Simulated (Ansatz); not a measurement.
# Two-dimensional strain map in InP

Method: Ansatz, DFT r2SCAN, scalar-relativistic, plane waves, PAW. Cutoff 500 eV, Γ-centred 8×8×8 k-points, Gaussian smearing of 0.05 eV. No spin polarisation. Energies are free energies at this smearing, counted from the undisturbed cell; pressure is positive in compression.

Zero of the scan (as given, not relaxed at this level; it stands at 1.7 GPa):

```yaml
crystal:
  lattice:
    - [0.00000, 2.93050, 2.93050]
    - [2.93050, 0.00000, 2.93050]
    - [2.93050, 2.93050, 0.00000]
  atoms:
    - { symbol: In, position: [0.00000, 0.00000, 0.00000] }
    - { symbol: P, position: [0.75000, 0.75000, 0.75000] }
```

The cell is strained by p along both x and y and by q along z, fractional coordinates fixed. Points are written (p, q).

Energy above the undisturbed cell in meV/atom (a dash: not computed):

| p \ q | -0.030 | -0.015 | 0.000 | 0.015 | 0.030 |
| --- | --- | --- | --- | --- | --- |
| -0.030 | 76.6 | 56.5 | 40.8 | 29.6 | 22.7 |
| -0.015 | 39.1 | 24.4 | 14.0 | 7.5 | 5.1 |
| 0.000 | 15.5 | 5.8 | 0.0 | -2.1 | -0.7 |
| 0.015 | 4.6 | -0.6 | -2.3 | -0.6 | 4.4 |
| 0.030 | 5.1 | 3.9 | 5.9 | 11.0 | 19.1 |

Pressure in GPa:

```
 p \ q  -0.030  -0.015  0.000  0.015  0.030
-0.030    10.2     8.5    6.9    5.5    4.1
-0.015     6.9     5.5    4.1    2.9    1.7
 0.000     4.1     2.9    1.7    0.6   -0.4
 0.015     1.7     0.6   -0.4   -1.4   -2.3
 0.030    -0.4    -1.4   -2.3   -3.1   -3.8
```

Gap on the k-mesh in eV:

| p \ q | -0.030 | -0.015 | 0.000 | 0.015 | 0.030 |
| --- | --- | --- | --- | --- | --- |
| -0.030 | 1.69 | 1.57 | 1.46 | 1.34 | 1.22 |
| -0.015 | 1.46 | 1.43 | 1.31 | 1.20 | 1.08 |
| 0.000 | 1.24 | 1.20 | 1.16 | 1.05 | 0.94 |
| 0.015 | 1.02 | 0.98 | 0.94 | 0.90 | 0.79 |
| 0.030 | 0.81 | 0.77 | 0.73 | 0.69 | 0.65 |